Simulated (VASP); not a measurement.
Crystal: SiGe.

```
Ge Si
1.0
     0.00000    2.77225    2.77225
     2.77225    0.00000    2.77225
     5.54450    5.54450    0.00000
Ge Si
2 2
Direct
  0.00000 0.00000 0.00000
  0.25000 0.25000 0.12500
  0.00000 0.00000 0.50000
  0.25000 0.25000 0.62500
```

The cell comes from a database or a generator and needn't be the stable form of this composition.

- Program: VASP 6.6.1
- Task: relaxation of cell and atoms
- Functional: PBEsol
- Potentials or basis: VASP PAW PBE potentials, release 64 (Ge_d, Si)
- Cutoff: 600 eV
- k mesh: 12 × 12 × 12
- Occupations: gaussian, width 0.02 eV
- Spin: no spin polarisation

At the start: pressure 0.2 GPa; volume 21.31 Å³/atom.

Q: Where does the relaxation end?

A: Over 8 steps the energy falls by 5.5 meV/atom and the volume is 21.32 Å³/atom (+0.1 %); space group R-3m (No. 166, to 0.05 Å).

Step by step:
```
step  energy change (eV)  largest force (eV/Å)  pressure (GPa)  volume (Å³)
   1              0.0000                0.4036            0.15        85.22
   2             -0.0191                0.1515           -0.11        85.48
   3             -0.0216                0.0496           -0.27        85.61
   4             -0.0218                0.0565            0.13        85.13
   5             -0.0221                0.0118           -0.03        85.33
   6             -0.0221                0.0105           -0.04        85.33
   7             -0.0221                0.0023            0.04        85.27
   8             -0.0221                0.0023            0.01        85.29
```

Final structure:
```
Ge Si
1.0
     0.00000    2.77304    2.77304
     2.77304    0.00000    2.77304
     5.54576    5.54576    0.00032
Ge Si
2 2
Direct
  0.00310 0.00310 0.99536
  0.24690 0.24690 0.12964
  0.99708 0.99708 0.50437
  0.25292 0.25292 0.62063
```

Caveat: the PAW data sets were made with another functional, which shifts forces and pressure a little.
